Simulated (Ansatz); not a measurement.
# Rh: properties at the relaxed cell, part 2 of 2

The task, for Rh: see whether it has a gap, which orbitals make up the states near it and how charge is shared, compare with the cell as listed and fit an equation of state.

Ansatz 0.2.0; DFT r2SCAN, scalar-relativistic, plane waves, PAW. The steps go on from the part before.

**6. Point at V/V0 = 0.94**

The COD entry's cell or inner coordinates are ideal or old and differ from later refinements, so a difference from it is no clean test against experiment.

Contents of input.yaml:

```yaml
crystal:
  lattice:
    - [0.0, 1.8611670198, 1.8611670198]
    - [1.8611670198, 0.0, 1.8611670198]
    - [1.8611670198, 1.8611670198, 0.0]
  atoms:
    - { symbol: Rh, position: [0.0, 0.0, 0.0] }
basis:
  ecutwfc: 500
kpoints:
  mp_grid: { grid: [18, 18, 18] }
hamiltonian:
  xc: r2scan
scf:
  occupations: { method: gaussian, width: 0.1 }
output:
  forces: true
  stress: true
  eigenvalues: true
```

On the command line:

```console
$ ansatz run input.yaml --threads 1 --pin off --max-ram 2560MiB --backend cpu --events-out ev --progress --plain --runs-dir out
```

What it wrote, shortened:

```text
[...]
SCF converged after 6 iterations
Free energy (F): -6415.226415 eV
[...]
E sigma→0 (E₀):  -6415.223375 eV
Entropy (-TS):   -0.006080 eV (-6.080 meV/atom)
Fermi energy:    24.118490 eV
[...]
--- Forces (eV/Å), atoms counted from 1 ---
  atom   1  Rh    -0.00000000     0.00000000     0.00000000
[...]
--- Stress (GPa, compression-positive) ---
       20.470554      -0.000000      -0.000000
        0.000000      20.470554       0.000000
        0.000000      -0.000000      20.470554
  P = ⅓ Tr σ = 20.4706 GPa (204.706 kbar)
--- Band table (eV; the first three rows and the last of 195) ---
  k-point 0: bands = ["-57.2542", "-23.7925", "-23.7925", "-23.7925", "15.4751", "20.6059", "20.6059", "20.6059", "22.9302", "22.9302", "40.4979", "46.4850", "46.4850"]
[...]
```

It took 6.6 s on 1 thread of Intel Xeon Platinum 8259CL at 2.50GHz (Skylake/Cascade Lake), shared host; peak memory 0.4 GiB.

**7. The cell scaled to 1.06 of its volume**

Changes to input.yaml since step 6:

```diff
@@ -2,5 +2,5 @@
   lattice:
-    - [0.0, 1.8611670198, 1.8611670198]
-    - [1.8611670198, 0.0, 1.8611670198]
-    - [1.8611670198, 1.8611670198, 0.0]
+    - [0.0, 1.9372158723, 1.9372158723]
+    - [1.9372158723, 0.0, 1.9372158723]
+    - [1.9372158723, 1.9372158723, 0.0]
   atoms:
```

On the command line:

```console
$ ansatz run input.yaml --threads 1 --pin off --max-ram 2560MiB --backend cpu --events-out ev --progress --plain --runs-dir out
```

What it wrote, shortened:

```text
[...]
SCF converged after 6 iterations
Free energy (F): -6415.237173 eV
[...]
E sigma→0 (E₀):  -6415.233400 eV
Entropy (-TS):   -0.007548 eV (-7.548 meV/atom)
Fermi energy:    20.643784 eV
[...]
--- Forces (eV/Å), atoms counted from 1 ---
  atom   1  Rh    -0.00000000     0.00000000    -0.00000000
[...]
--- Stress (GPa, compression-positive) ---
      -14.143217      -0.000000       0.000000
       -0.000000     -14.143217      -0.000000
        0.000000      -0.000000     -14.143217
  P = ⅓ Tr σ = -14.1432 GPa (-141.432 kbar)
--- Band table (eV; the first three rows and the last of 195) ---
  k-point 0: bands = ["-60.3332", "-27.0411", "-27.0411", "-27.0411", "12.9112", "17.7374", "17.7374", "17.7374", "19.6453", "19.6453", "37.1620", "42.4982", "42.4982"]
[...]
```

Run time: 9.6 s. Hardware: 1 thread of Intel Xeon Platinum 8259CL at 2.50GHz (Skylake/Cascade Lake), shared host; peak memory 0.41 GiB.

**8. Volume × 0.91**

Contents of input.yaml:

```yaml
crystal:
  lattice:
    - [0.0, 1.8411529201, 1.8411529201]
    - [1.8411529201, 0.0, 1.8411529201]
    - [1.8411529201, 1.8411529201, 0.0]
  atoms:
    - { symbol: Rh, position: [0.0, 0.0, 0.0] }
basis:
  ecutwfc: 500
kpoints:
  mp_grid: { grid: [18, 18, 18] }
hamiltonian:
  xc: r2scan
scf:
  occupations: { method: gaussian, width: 0.1 }
output:
  forces: true
  stress: true
  eigenvalues: true
  write_density: true
  write_potential: true
  elf: true
  volumetric_format: npy
```

On the command line:

```console
$ ansatz run input.yaml --threads 1 --pin off --max-ram 2560MiB --backend cpu --events-out ev --progress --plain --runs-dir out
```

What it wrote, shortened:

```text
[...]
SCF converged after 6 iterations
Free energy (F): -6415.157130 eV
[...]
E sigma→0 (E₀):  -6415.154268 eV
Entropy (-TS):   -0.005724 eV (-5.724 meV/atom)
Fermi energy:    25.131307 eV
[...]
--- Forces (eV/Å), atoms counted from 1 ---
  atom   1  Rh    -0.00000000     0.00000000     0.00000000
[...]
--- Stress (GPa, compression-positive) ---
       33.888301       0.000000      -0.000000
       -0.000000      33.888301      -0.000000
        0.000000       0.000000      33.888301
  P = ⅓ Tr σ = 33.8883 GPa (338.883 kbar)
--- Band table (eV; the first three rows and the last of 195) ---
  k-point 0: bands = ["-56.3618", "-22.8419", "-22.8419", "-22.8419", "16.2389", "21.4361", "21.4361", "21.4361", "23.8857", "23.8857", "41.4446", "47.6117", "47.6117"]
[...]
```

It took 10 s on 1 thread of Intel Xeon Platinum 8259CL at 2.50GHz (Skylake/Cascade Lake), shared host; peak memory 0.41 GiB.

Axes a, b and c in the maps are those of this run's conventional cell (a, b, c = 3.682, 3.682, 3.682 Å).

Density in a lattice plane of the grid's cell (edges 3.68 and 3.68 Å, at 0.000 of the third edge), which holds Rh.

Ten even steps from ' ' (0.19 e/Å³) to '@' (15.02 e/Å³):
```
@@%%**==::..                          ..::==**%%
****==--..                              ..--==**
==--::....                              ....::--
......                                      ....
                                                
                    ..........                  
                ....::--==--::....              
                ..--==******==--..              
              ..::==**%%@@%%**==::..            
              ..--++##@@@@@@##++--..            
              ..::==**%%@@%%**==::..            
                ..--==******==--..              
                ....::--==--::....              
                    ..........                  
                                                
......                                      ....
==--::....                              ....::--
****==--..                              ..--==**
@@%%**==::..                          ..::==**%%
@@@@##++--..                          ..--++##@@
```
Columns run along the first of these edges and rows up along the second, over one cell in 24 and 20 even steps from the bottom left corner. Atoms in the plane (fractional): Rh at (0.00, 0.00), Rh at (0.50, 0.50).

ELF in the same plane.

Ten even steps from ' ' (0.19) to '@' (0.77):
```
@@@@@@@@##++::                      ::++##@@@@@@
@@@@@@%%**--..                      ..--**%%@@@@
@@%%##**==::                          ::==**##%%
****==--........                  ........--==**
::::....  ......  ....::::::....  ......  ....::
          ........--==******==--........        
              ::==**##%%@@%%##**==::            
            ..--**%%@@@@@@@@@@%%**--..          
            ::++##@@@@@@@@@@@@@@##++::          
            ::**%%@@@@@@@@@@@@@@%%**::          
            ::++##@@@@@@@@@@@@@@##++::          
            ..--**%%@@@@@@@@@@%%**--..          
              ::==**##%%@@%%##**==::            
          ........--==******==--........        
::::....  ......  ....::::::....  ......  ....::
****==--........                  ........--==**
@@%%##**==::                          ::==**##%%
@@@@@@%%**--..                      ..--**%%@@@@
@@@@@@@@##++::                      ::++##@@@@@@
@@@@@@@@%%**::                      ::**%%@@@@@@
```
Columns run along the first of these edges and rows up along the second, over one cell in 24 and 20 even steps from the bottom left corner. Atoms in the plane (fractional): Rh at (0.00, 0.00), Rh at (0.50, 0.50).

Both are smooth fields of the valence electrons: close to the nuclei they are not physical.

**9. Volume × 1.10**

Contents of input.yaml:

```yaml
crystal:
  lattice:
    - [0.0, 1.9612831266, 1.9612831266]
    - [1.9612831266, 0.0, 1.9612831266]
    - [1.9612831266, 1.9612831266, 0.0]
  atoms:
    - { symbol: Rh, position: [0.0, 0.0, 0.0] }
basis:
  ecutwfc: 500
kpoints:
  mp_grid: { grid: [18, 18, 18] }
hamiltonian:
  xc: r2scan
scf:
  occupations: { method: gaussian, width: 0.1 }
output:
  forces: true
  stress: true
  eigenvalues: true
```

On the command line:

```console
$ ansatz run input.yaml --threads 1 --pin off --max-ram 2560MiB --backend cpu --events-out ev --progress --plain --runs-dir out
```

What it wrote, shortened:

```text
Warning: RAYON_NUM_THREADS=1 ignored (pool sized by the plan → 1); use --threads N
[...]
[... 3 set-up lines as earlier in the session ...]
[...]
Crystal: 1 atoms, lattice volume = 15.089 Å³
Basis set: ecut = 500 eV, 387 PW (Γ), exchange–correlation on 96×96×96 points (64 copies of the dense FFT grid, shifted against one another)
Bands: 13, of which v1, the nominal top of the filled ones, is band 9 counted from 1 (8 counted from 0)
[... 1 set-up line as earlier in the session ...]
Space group: Fm-3m (ITA 225), of the structure as read, at distance tolerance 2.5e-5 Å
k-points: 195 of 5832
[...]
SCF iter   1: F=—  HF=-6415.166708 eV  |F-HF|=—  |Δ(HF+E_count)|=         —  Δρ=1.02e-2  dr2=3.96e-3  dr2_τ=7.76e-3  ethr=1.77e-3  ⟨swp⟩=5.2  Hψ=14191  notcnv=0
[...]
SCF iter   6: F=-6415.176509 eV  HF=-6415.176509 eV  |F-HF|=7.84e-9  |Δ(HF+E_count)|=   9.23e-7  Δρ=1.95e-5  dr2=3.84e-8  dr2_τ=1.23e-8  ethr=5.88e-10  ⟨swp⟩=3.6  Hψ=10852  notcnv=0
[...]
SCF converged after 6 iterations
Free energy (F): -6415.176509 eV
[...]
E sigma→0 (E₀):  -6415.172485 eV
Entropy (-TS):   -0.008047 eV (-8.047 meV/atom)
Fermi energy:    19.656013 eV
[...]
--- Forces (eV/Å), atoms counted from 1 ---
  atom   1  Rh    -0.00000000    -0.00000000     0.00000000
[...]
--- Stress (GPa, compression-positive) ---
      -20.989568       0.000000      -0.000000
        0.000000     -20.989568      -0.000000
       -0.000000       0.000000     -20.989568
  P = ⅓ Tr σ = -20.9896 GPa (-209.896 kbar)
--- Band table (eV; the first three rows and the last of 195) ---
  k-point 0: bands = ["-61.2125", "-27.9609", "-27.9609", "-27.9609", "12.1977", "16.9159", "16.9159", "16.9159", "18.7095", "18.7095", "36.1854", "41.3251", "41.3251"]
[...]
```

It took 11 s on 1 thread of Intel Xeon Platinum 8259CL at 2.50GHz (Skylake/Cascade Lake), shared host; peak memory 0.41 GiB.

**10. Volume × 0.88**

Contents of input.yaml:

```yaml
crystal:
  lattice:
    - [0.0, 1.820693972, 1.820693972]
    - [1.820693972, 0.0, 1.820693972]
    - [1.820693972, 1.820693972, 0.0]
  atoms:
    - { symbol: Rh, position: [0.0, 0.0, 0.0] }
basis:
  ecutwfc: 500
kpoints:
  mp_grid: { grid: [18, 18, 18] }
hamiltonian:
  xc: r2scan
scf:
  occupations: { method: gaussian, width: 0.1 }
output:
  forces: true
  stress: true
  eigenvalues: true
  write_density: true
  write_potential: true
  elf: true
  volumetric_format: npy
```

On the command line:

```console
$ ansatz run input.yaml --threads 1 --pin off --max-ram 2560MiB --backend cpu --events-out ev --progress --plain --runs-dir out
```

What it wrote, shortened:

```text
[...]
SCF converged after 6 iterations
Free energy (F): -6415.050035 eV
[...]
E sigma→0 (E₀):  -6415.047347 eV
Entropy (-TS):   -0.005376 eV (-5.376 meV/atom)
Fermi energy:    26.213032 eV
[...]
--- Forces (eV/Å), atoms counted from 1 ---
  atom   1  Rh    -0.00000000     0.00000000     0.00000000
[...]
--- Stress (GPa, compression-positive) ---
       49.999221       0.000000      -0.000000
       -0.000000      49.999221      -0.000000
        0.000000       0.000000      49.999221
  P = ⅓ Tr σ = 49.9992 GPa (499.992 kbar)
--- Band table (eV; the first three rows and the last of 195) ---
  k-point 0: bands = ["-55.4118", "-21.8250", "-21.8250", "-21.8250", "17.0630", "22.3199", "22.3199", "22.3199", "24.9053", "24.9053", "42.4443", "48.7998", "48.7998"]
[...]
```

Run time: 6.2 s. Hardware: 1 thread of Intel Xeon Platinum 8259CL at 2.50GHz (Skylake/Cascade Lake), shared host; peak memory 0.4 GiB.

The maps below are laid out on this run's own conventional cell (a, b, c = 3.641, 3.641, 3.641 Å).

Density in a lattice plane of the grid's cell (edges 3.64 and 3.64 Å, at 0.000 of the third edge), which holds Rh.

Ten even steps from '0' (0.20 e/Å³) to '9' (15.02 e/Å³):
```
886421000000000000012468
664311000000000000011346
432210000000000000001223
111000000000000000000011
000000000000000000000000
000000000011111000000000
000000001223432210000000
000000011346664311000000
000000012468886421000000
000000013579997531000000
000000012468886421000000
000000011346664311000000
000000001223432210000000
000000000011111000000000
000000000000000000000000
111000000000000000000011
432210000000000000001223
664311000000000000011346
886421000000000000012468
997531000000000000013579
```
Columns run along the first of these edges and rows up along the second, over one cell in 24 and 20 even steps from the bottom left corner. Atoms in the plane (fractional): Rh at (0.00, 0.00), Rh at (0.50, 0.50).

ELF in the same plane.

Ten even steps from '0' (0.19) to '9' (0.77):
```
999975200000000000257999
999863100000000000136899
887642100000000000124678
654321110000000000112345
322101110122322111111122
000001112345654321100000
000000124678887642100000
000000136899999863100000
000000257999999975200000
000001358999999985310000
000000257999999975200000
000000136899999863100000
000000124678887642100000
000000112345654321110000
322111111122322101110122
654321100000000001112345
887642100000000000124678
999863100000000000136899
999975200000000000257999
999985310000000001358999
```
Columns run along the first of these edges and rows up along the second, over one cell in 24 and 20 even steps from the bottom left corner. Atoms in the plane (fractional): Rh at (0.00, 0.00), Rh at (0.50, 0.50).

Both are smooth fields of the valence electrons: close to the nuclei they are not physical.

**11. Equation of state**

| volume (Å³/atom) | energy above the lowest point (meV/atom) | pressure (GPa) | gap on the mesh (eV) |
| --- | --- | --- | --- |
| 12.071 | 225.0 | 50.00 | 0.00 |
| 12.482 | 118.1 | 33.89 | 0.00 |
| 12.894 | 49.0 | 20.47 | 0.00 |
| 13.305 | 11.4 | 9.30 | 0.00 |
| 13.717 | 0.0 | 0.00 | 0.00 |
| 14.128 | 10.4 | -7.73 | 0.00 |
| 14.540 | 39.0 | -14.14 | 0.00 |
| 15.089 | 99.9 | -20.99 | 0.00 |

**12. Summary of results**

This closing draws on all 2 parts.

```
                     quantity                                                           value
                          gap                                                    none (metal)
    states at the Fermi level                                            1.24 per eV per cell
                Bader charges                                                      Rh +0.00 e
                  listed cell  0.1 meV/atom above the relaxed cell, 0.9 GPa, gap none (metal)
equilibrium volume of the fit                                                   13.71 Å³/atom
                 bulk modulus                                                         282 GPa
      its pressure derivative                                                             5.1
```

What this shows: Bands cross the Fermi level: a metal at this level of theory. Of the projected weight within 0.25 eV of the Fermi level, the largest part is Rh 4d (97 %). Held at the listed cell, the crystal is under 0.9 GPa and lies 0.1 meV/atom higher. The fit puts the minimum at 13.71 Å³/atom with B = 282 GPa and B' = 5.1. Against the measured bulk modulus of Rh, 264 GPa (quoted in “Thermal equation of state of rhodium characterized by XRD in a resistively heated diamond anvil cell”, 2024, pmc:11535440), the calculated 282 GPa is off by +6.9 %. The calculation is for zero temperature.
